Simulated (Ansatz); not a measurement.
GeO2:
```xyz
9
Lattice="4.9897 0.0000 0.0000 -2.4948 4.3212 0.0000 0.0000 0.0000 5.6916" Properties=species:S:1:pos:R:3 pbc="T T T"
Ge     2.2509     0.0000     1.8972
Ge    -1.1255     1.9494     3.7944
Ge     1.3694     2.3718     0.0000
O      1.2063     1.3171     1.3984
O      3.2459     0.3861     3.2956
O      3.0323     2.6180     5.1928
O      0.5375     1.7032     4.2932
O     -1.2886     3.0041     2.3960
O      0.7511     3.9351     0.4988
```

Relaxed with PBEsol.

Q: Give the optical modes at the zone centre with their infrared activity from DFPT, DFT-PBEsol in the program Ansatz with PAW potentials.

A: Transverse frequencies, without the LO–TO term; a row sums one degenerate level.

```
ω (cm⁻¹)  degeneracy  IR ((D/Å)²/amu)     activity  symmetry
--------  ----------  ---------------  -----------  --------
115                2             0.09           IR         E
156                1             0.00  IR-inactive        A1
196                2             1.58           IR         E
220                1             4.39           IR        A2
232                2             4.92           IR         E
238                1             0.00  IR-inactive        A1
300                2             9.19           IR         E
318                1             0.72           IR        A2
427                1             0.00  IR-inactive        A1
498                2             5.23           IR         E
514                1            11.88           IR        A2
561                2             5.31           IR         E
803                2            57.01           IR         E
821                1            29.45           IR        A2
827                1             0.00  IR-inactive        A1
902                2             0.64           IR         E
```

Q: How high does the top mode go among those that the LO–TO term moves?

A: 915 cm⁻¹ for q along x, 915 cm⁻¹ for q along y, 925 cm⁻¹ for q along z.

Space group P3_121. The cell was relaxed with PBEsol under the symmetry of its start; of distortions, only those at the zone centre were tested.

Potentials: the later of the program's two PAW sets.
